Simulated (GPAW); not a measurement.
Runs of GPAW 26.7.0 on TaS2. Symmetry: P-3m1, No. 164, trigonal system. The conventional cell has a = 3.350 Å, b = 3.350 Å, c = 5.860 Å, α = 90.00°, β = 90.00°, γ = 120.00°. Ta (site symmetry -3m) is surrounded by 6 S at 2.43 Å. S (site symmetry 3m) is surrounded by 3 Ta at 2.43 Å. 

| task | level | potentials or basis | spin | cell | k mesh | band path | band points | spin axis theta (degrees) | spin axis phi (degrees) | optimizer | gap on the mesh (eV) | pressure (GPa) | relaxed volume (Å³/atom) | largest force (eV/Å) |
| --- | --- | --- | --- | --- | --- | --- | --- | --- | --- | --- | --- | --- | --- | --- |
| band structure | LDA | the program's PAW data sets (release 1.2.1) made for this functional, pw | SOC, no magnetisation | as given | 7 × 7 × 4 | GMKGALHA,LM,KH | 100 | 0 | 0 | - | - | 1.3 | - | 0.74 |
| relaxation of cell and atoms | RPBE+D3(BJ) | the program's PAW data sets (release 1.2.1) made for this functional, pw | off | relaxed | 9 × 9 × 5 | - | - | - | - | BFGS | none | 0.0 | 14.94 | - |
| band structure | r2SCAN | GPAW PAW data sets (gpaw-data 1.2.1), pw | SOC, no magnetisation | as given | 7 × 7 × 4 | GMKGALHA,LM,KH | 80 | 0 | 0 | - | - | 8.0 | - | (a) |
| relaxation of cell and atoms | BLYP+D3(BJ) | PAW data sets generated in the run's folder for this functional, pw | off | relaxed | 9 × 9 × 5 | - | - | - | - | FIRE | none | 0.0 | 18.35 | - |
| band structure | LDA | the program's PAW data sets (release 1.2.1) made for this functional, pw | off | as given | 9 × 9 × 5 | GMKGALHA,LM,KH | 80 | - | - | - | - | 1.3 | - | (c) |
| relaxation of cell and atoms | LDA | the program's PAW data sets (release 1.2.1) made for this functional, pw | off | relaxed | 9 × 9 × 5 | - | - | - | - | FIRE | none | 0.0 | 17.88 | - |
| band structure | LDA | the program's PAW data sets (release 1.2.1) made for this functional, newer versions, pw | off | as given | 7 × 7 × 4 | GMKGALHA,LM,KH | 80 | - | - | - | - | 1.3 | - | 0.73 |
| band structure | PW91 | PAW data sets generated in the run's folder for this functional, pw | SOC, no magnetisation | as given | 7 × 7 × 4 | GMKGALHA,LM,KH | 80 | 0 | 0 | - | - | 9.2 | - | (b) |
| relaxation of cell and atoms | PBEsol+D4 | PAW data sets generated in the run's folder for this functional, pw | off | relaxed to 1 GPa | 9 × 9 × 5 | - | - | - | - | BFGS | none | 1.2 | - | 0.03 |
| relaxation of cell and atoms | revPBE+D4 | the program's PAW data sets (release 1.2.1) made for this functional, pw | off | relaxed | 9 × 9 × 5 | - | - | - | - | LBFGS | none | 0.2 | 18.47 | 0.03 |
| band structure | PBEsol | PAW data sets generated in the run's folder for this functional, pw | off | as given | 9 × 9 × 5 | GMKGALHA,LM,KH | 100 | - | - | - | - | (d) | - | 1.04 |

Alike in all rows: cutoff (eV) 600; smearing fermi-dirac 0.05 eV.

**Question.** Estimate the missing entries.

**Answer.** (a) 0.98; (b) 1.22; (c) 0.77; (d) 4.7.

Caveats: later steps reuse the first step's grids (some runs); spin-orbit coupling was added after a scalar SCF, so levels and gaps hold it while energy, forces, pressure and moments don't (some runs); this program's spin-orbit splittings come out too wide for heavy elements (some runs); spin-orbit coupling is left out, which moves the levels of the heavy elements (some runs); this functional lacks dispersion, which binds the layers, so the pressure and a relaxed spacing across them are unreliable (some runs); the volume moved by over 15 % at a fixed basis, so the end points are rough (some runs); the volume moved by -21 % from the deposited cell, more than functionals usually miss (some runs).

A k mesh can miss the band edges, and rows without SOC leave out spin-orbit coupling on Ta.

A gap of «none» marks a metal or a gap under the smearing width.

Runs at the PBE level aren't shown here.
